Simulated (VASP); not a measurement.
# InP (gwk) (F-43m) in VASP: single point with PBE

Aim: the single point of InP (gwk) with PBE.

Program: VASP 6.6.1. These are calculated values, not measurements. Logs are shortened: lines on timing, memory, paths and dates and some standing lists are left out, and cuts for length are marked.

**Experimental background.**

From a printed reference work, data compilation, for a bulk crystal of InP at 1.6 K: band gap 1.4236 eV (direct).

The runs below are set against these values where they give the same quantity.

## 1. The cell of the first run

The structure is cubic, space group F-43m (No. 216). Conventional cell: a = 5.959 Å, b = 5.959 Å, c = 5.959 Å, α = 90.00°, β = 90.00°, γ = 90.00°. Within 3.4 Å of In (site symmetry -43m) lie 4 P at 2.58 Å. P (site symmetry -43m) has 4 In at 2.58 Å within 3.4 Å.

## 2. Single point, PBE

Input file INCAR:

```
PREC = Accurate
ENCUT = 500
EDIFF = 1E-6
ISMEAR = 0
SIGMA = 0.01
LREAL = F
LASPH = T
NELM = 120
ALGO = Normal
ISIF = 2
LWAVE = F
LCHARG = T
GGA = PE
LELF = T
LVHAR = T
NBANDS = 16
GGA_COMPAT = F
```

Input file KPOINTS:

```
regular mesh
0
Gamma
  6 6 6
```

Input file POSCAR:

```
InP
1.0
    0.0000000000      2.9795369308      2.9795369308
    2.9795369308      0.0000000000      2.9795369308
    2.9795369308      2.9795369308      0.0000000000
In P
1 1
Direct
    0.0000000000      0.0000000000      0.0000000000
    0.2500000000      0.2500000000      0.2500000000
```

Potentials or basis: VASP PAW PBE potentials, release 64 (In_d, P).

Started as:

```bash
$ cat potpaw_PBE.64/In_d/POTCAR potpaw_PBE.64/P/POTCAR > POTCAR
$ mpirun -np 1 vasp_std > vasp.out
```

OUTCAR:

```text
PREC = Accurate
   ENCUT = 500
   EDIFF = 1E-6
   ISMEAR = 0
   LREAL = F
   LASPH = T
   NELM = 120
   ISIF = 2
   GGA = PE

 ion  position               nearest neighbor table
   1  0.000  0.000  0.000-   2 2.58   2 2.58   2 2.58   2 2.58
   2  0.250  0.250  0.250-   1 2.58   1 2.58   1 2.58   1 2.58

  LATTYP: Found a face centered cubic cell.
 ALAT       =     5.9590738616

  Lattice vectors:

 A1 = (   0.0000000000,   2.9795369308,   2.9795369308)
 A2 = (   2.9795369308,   0.0000000000,   2.9795369308)
 A3 = (   2.9795369308,   2.9795369308,   0.0000000000)

Analysis of symmetry for initial positions (statically):
=====================================================================
 Subroutine PRICEL returns:
 Original cell was already a primitive cell.

 Routine SETGRP: Setting up the symmetry group for a
 face centered cubic supercell.

 Subroutine GETGRP returns: Found 24 space group operations
 (whereof 24 operations were pure point group operations)
 out of a pool of 48 trial point group operations.

The static configuration has the point symmetry T_d .

Analysis of symmetry for dynamics (positions and initial velocities):
=====================================================================
 Subroutine PRICEL returns:
 Original cell was already a primitive cell.

 Routine SETGRP: Setting up the symmetry group for a
 face centered cubic supercell.

 Subroutine GETGRP returns: Found 24 space group operations
 (whereof 24 operations were pure point group operations)
 out of a pool of 48 trial point group operations.

The dynamic configuration has the point symmetry T_d .

 Subroutine INISYM returns: Found 24 space group operations
 (whereof 24 operations are pure point group operations),
 and found     1 'primitive' translations

----------------------------------------------------------------------------------------

                                     Primitive cell

  volume of cell :      52.9025

  direct lattice vectors                    reciprocal lattice vectors
     0.000000000  2.979536931  2.979536931    -0.167811311  0.167811311  0.167811311
     2.979536931  0.000000000  2.979536931     0.167811311 -0.167811311  0.167811311
     2.979536931  2.979536931  0.000000000     0.167811311  0.167811311 -0.167811311

  length of vectors
     4.213701537  4.213701537  4.213701537     0.290657718  0.290657718  0.290657718

  position of ions in fractional coordinates (direct lattice)
     0.000000000  0.000000000  0.000000000
     0.250000000  0.250000000  0.250000000

  ion indices of the primitive-cell ions
   primitive index   ion index
                 1           1
                 2           2

----------------------------------------------------------------------------------------

 KPOINTS: regular mesh

Automatic generation of k-mesh.
 Grid dimensions read from file:
 generate k-points for:    6    6    6

 Generating k-lattice:

  Cartesian coordinates                     Fractional coordinates (reciprocal lattice)
    -0.027968552  0.027968552  0.027968552     0.166666667  0.000000000  0.000000000
     0.027968552 -0.027968552  0.027968552     0.000000000  0.166666667  0.000000000
     0.027968552  0.027968552 -0.027968552     0.000000000  0.000000000  0.166666667

  Length of vectors
     0.048442953  0.048442953  0.048442953

  Shift w.r.t. Gamma in fractional coordinates (k-lattice)
     0.000000000  0.000000000  0.000000000

 Subroutine IBZKPT returns following result:
 ===========================================

 Found     16 irreducible k-points:

 Following reciprocal coordinates:
            Coordinates               Weight
  0.000000  0.000000  0.000000      1.000000
  0.166667  0.000000  0.000000      8.000000
  0.333333  0.000000  0.000000      8.000000
  0.500000  0.000000  0.000000      4.000000
  0.166667  0.166667  0.000000      6.000000
  0.333333  0.166667  0.000000     24.000000
[... 8 lines left out ...]
 -0.333333  0.333333  0.166667     24.000000
 -0.333333  0.500000  0.166667     12.000000
   k-points           NKPTS =     16   k-points in BZ     NKDIM =     16   number of bands    NBANDS=     16
   number of dos      NEDOS =    301   number of ions     NIONS =      2
   total plane-waves  NPLWV =  32768
   dimension x,y,z NGX =    32 NGY =   32 NGZ =   32
   dimension x,y,z NGXF=    64 NGYF=   64 NGZF=   64
   ions per type =               1   1
   NGX,Y,Z   is equivalent  to a cutoff of  12.63, 12.63, 12.63 a.u.
   NGXF,Y,Z  is equivalent  to a cutoff of  25.25, 25.25, 25.25 a.u.
 SYSTEM =  unknown system
   PREC   = accura    normal or accurate (medium, high low for compatibility)
   ISTART =      0    job   : 0-new  1-cont  2-samecut
   ICHARG =      2    charge: 1-file 2-atom 10-const
   ISPIN  =      1    spin polarized calculation?
   LNONCOLLINEAR =      F non collinear calculations
   LSORBIT =      F    spin-orbit coupling
   LASPH  =      T    aspherical Exc in radial PAW
   ENCUT  =  500.0 eV  36.75 Ry    6.06 a.u.   7.68  7.68  7.68*2*pi/ulx,y,z
   NELM   =    120;   NELMIN=  2; NELMDL= -5     # of ELM steps
   EDIFF  = 0.1E-05   stopping-criterion for ELM
   LREAL  =      F    real-space projection
   EDIFFG = 0.1E-04   stopping-criterion for IOM
   NSW    =      0    number of steps for IOM
   IBRION =     -1    ionic relax: 0-MD 1-quasi-New 2-CG
   NFREE  =      0    steps in history (QN), initial steepest desc. (CG)
   ISIF   =      2    stress and relaxation
   ISYM   =      2    0-nonsym 1-usesym 2-fastsym
   POTIM  = 0.5000    time-step for ionic-motion
   TEBEG  =    0.0;   TEEND  =   0.0 temperature during run
   PSTRESS=    0.0 pullay stress
   NELECT =      18.0000    total number of electrons
   NUPDOWN=      -1.0000    fix difference up-down
   EMIN   =  10.00;   EMAX   =-10.00  energy-range for DOS
   EFERMI =   0.00;   METHOD = LEGACY
   ISMEAR =     0;   SIGMA  =   0.01  broadening in eV -4-tet -1-fermi 0-gaus
   EFERMI_NEDOS =   21; number of points for ismear=-14 and -15
   IALGO  =     38    algorithm
   IMIX   =      4    mixing-type and parameters
     AMIX     =   0.40;   BMIX     =  1.00
     AMIX_MAG =   1.60;   BMIX_MAG =  1.00
  volume/ion in A,a.u.               =      26.45       178.50
  Fermi-wavevector in a.u.,A,eV,Ry     =   1.142896  2.159761 17.772098  1.306212
  Thomas-Fermi vector in A             =   2.279593
   LORBIT       =      0    0 simple, 1 ext, 2 COOP (PROOUT), +10 PAW based schemes
   GGA     = PE    functional components
   LHFCALC =     F    Hartree Fock is set to
   AEXX    =    0.0000 exact exchange contribution
   IVDW    =     0    specifies the selected vdW correction
   LEPSILON=     F    determine dielectric tensor
   LRPA    =     F    only Hartree local field effects (RPA)
 non-spin polarized calculation
 Gauss-broadening in eV      SIGMA  =   0.01
  energy-cutoff  :      500.00
  volume of cell :       52.90
 maximum number of plane-waves:      1363
   NGX = 15   NGY = 15   NGZ = 15

 number of electron      18.0000005 magnetization

 Free energy of the ion-electron system (eV)
  ---------------------------------------------------
  ext. energy  EPLUGINS =         0.00000000
  ---------------------------------------------------
  free energy    TOTEN  =        -8.39547151 eV

  energy without entropy =       -8.39547151  energy(sigma->0) =       -8.39547151

 E-fermi :   4.7663     XC(G=0):  -9.0614

 val. band max:        4.6656873249   @ k =   0.0000   0.0000   0.0000
 cond. band min:       5.1033920145   @ k =   0.0000   0.0000   0.0000
 fundamental gap:      0.4377046897
 Fermi energy:         4.7663309502

 k-point     1 :       0.0000    0.0000    0.0000
  band No.  band energies     occupation
      1      -9.4384      2.00000
      2      -9.4384      2.00000
      3      -9.4384      2.00000
      4      -9.3101      2.00000
      5      -9.3101      2.00000
      6      -6.5231      2.00000
[... 8 lines left out ...]
     15      14.0311      0.00000
     16      14.0311      0.00000

 k-point     2 :       0.1667    0.0000    0.0000
  band No.  band energies     occupation
      1      -9.4639      2.00000
      2      -9.4279      2.00000
      3      -9.4279      2.00000
      4      -9.3096      2.00000
      5      -9.3096      2.00000
      6      -6.2344      2.00000
[... 8 lines left out ...]
     15      13.2397      0.00000
     16      13.9743      0.00000

 k-point     3 :       0.3333    0.0000    0.0000
  band No.  band energies     occupation
      1      -9.5121      2.00000
      2      -9.4113      2.00000
      3      -9.4113      2.00000
      4      -9.3042      2.00000
      5      -9.3042      2.00000
      6      -5.4947      2.00000
[... 8 lines left out ...]
     15      13.6862      0.00000
     16      13.6862      0.00000

 k-point     4 :       0.5000    0.0000    0.0000
  band No.  band energies     occupation
      1      -9.5352      2.00000
      2      -9.4056      2.00000
      3      -9.4056      2.00000
      4      -9.2986      2.00000
      5      -9.2986      2.00000
      6      -4.9573      2.00000
[... 8 lines left out ...]
     15      15.1833      0.00000
     16      15.1833      0.00000
[... 172 lines left out ...]
 k-point    14 :       0.5000    0.3333    0.1667
  band No.  band energies     occupation
      1      -9.5476      2.00000
      2      -9.3926      2.00000
      3      -9.3770      2.00000
      4      -9.3257      2.00000
      5      -9.2946      2.00000
      6      -4.9198      2.00000
[... 8 lines left out ...]
     15      15.5281      0.00000
     16      16.1939      0.00000

 k-point    15 :      -0.3333    0.3333    0.1667
  band No.  band energies     occupation
      1      -9.5558      2.00000
      2      -9.3930      2.00000
      3      -9.3679      2.00000
      4      -9.3211      2.00000
      5      -9.2986      2.00000
      6      -4.4950      2.00000
[... 8 lines left out ...]
     15      15.5525      0.00000
     16      16.0169      0.00000

 k-point    16 :      -0.3333    0.5000    0.1667
  band No.  band energies     occupation
      1      -9.5728      2.00000
      2      -9.3778      2.00000
      3      -9.3567      2.00000
      4      -9.3333      2.00000
      5      -9.2915      2.00000
      6      -4.3116      2.00000
[... 8 lines left out ...]
     15      15.7360      0.00000
     16      16.4113      0.00000

------------------------ aborting loop because EDIFF is reached ----------------------------------------

  FORCE on cell =-STRESS in cart. coord.  units (eV):
  Direction    XX          YY          ZZ          XY          YZ          ZX
  --------------------------------------------------------------------------------------
  -------------------------------------------------------------------------------------
  Total       -0.0175657     -0.0175657     -0.0175657      0.0000000      0.0000000     -0.0000000
  in kB       -0.5319865     -0.5319865     -0.5319865      0.0000000      0.0000000     -0.0000000
  external PRESSURE =      -0.5319865 kB  Pullay stress =       0.0000000 kB

 VOLUME and BASIS-vectors are now :
 -----------------------------------------------------------------------------
  energy-cutoff  :      500.00
  volume of cell :       52.90
      direct lattice vectors                 reciprocal lattice vectors
     0.000000000  2.979536931  2.979536931    -0.167811311  0.167811311  0.167811311
     2.979536931  0.000000000  2.979536931     0.167811311 -0.167811311  0.167811311
     2.979536931  2.979536931  0.000000000     0.167811311  0.167811311 -0.167811311

 POSITION                                       TOTAL-FORCE (eV/Angst)
 -----------------------------------------------------------------------------------
      0.00000      0.00000      0.00000        -0.000000      0.000000      0.000000
      1.48977      1.48977      1.48977         0.000000     -0.000000     -0.000000
 -----------------------------------------------------------------------------------
    total drift:                               -0.000000     -0.000000     -0.000000

  FREE ENERGIE OF THE ION-ELECTRON SYSTEM (eV)
  ---------------------------------------------------
  free  energy   TOTEN  =        -8.3954715111 eV

  energy  without entropy=       -8.3954715111  energy(sigma->0) =       -8.39547151
```

Run time: 13 s. Hardware: 1 thread of Intel Xeon 6975P-C, shared host; peak memory 0.18 GiB.

Results:

| Quantity | Value |
| --- | --- |
| Free energy | -8.3955 eV |
| Pressure | -0.1 GPa |
| Band gap on the k mesh | 0.44 eV, direct |

Caveat: spin-orbit coupling is left out, which moves the levels of the heavy elements.

## 3. How close it comes

Step 2. Measured gap of InP: 1.4236 eV (direct; 1.6 K; a printed reference work, data compilation). This calculation gives 0.44 eV (-0.99 eV). Spin-orbit coupling on In is left out. The value is that of PBE, without temperature or zero-point motion. Semilocal functionals fall short of measured gaps as a rule.
